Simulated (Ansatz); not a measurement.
## Contact densities of LiBr against volume

```
Li Br
1.0
     0.00000    2.75479    2.75479
     2.75479    0.00000    2.75479
     2.75479    2.75479    0.00000
Li Br
1 1
Direct
  0.00000 0.00000 0.00000
  0.50000 0.50000 0.50000
```

Atom numbers follow the list: Li1, Br2.

The cell was built from the rocksalt type and relaxed in the same program, and has space group Fm-3m; it needn't be a known or the stable phase.

All numbers below come from Ansatz 0.2.0, DFT, PBE, all-electron PAW with datasets made for the crystal, scalar-relativistic.

The runs use a Γ-centred 12×12×12 k mesh, Fermi–Dirac smearing of 0.08 eV, cutoff 180 eV (chosen by the program for this cell), no spin polarisation.

The contact density is the mean electron density over the nuclear volume; its changes follow the s electrons' response to bonding and compression. Changes below are taken from the unscaled cell, where it is 94.2708 e/Å³ at Li1, 293311 e/Å³ at Br2.

```csv
V/V(cell),P (GPa),Δρ(0) Li1 (e/Å³),Δρ(0) Br2 (e/Å³)
0.9600,1.2,0.02,?
1.0000,0.0,0.00,0.00
1.0400,-0.9,-0.02,?
```

Q: What belongs in the row "1.0400", column "Δρ(0) Br2 (e/Å³)"?

A: 0.24.

Q: Give the missing entry: row "0.9600", column "Δρ(0) Br2 (e/Å³)".

A: -0.25.

The datasets are made afresh for each cell, so very small changes are uncertain.
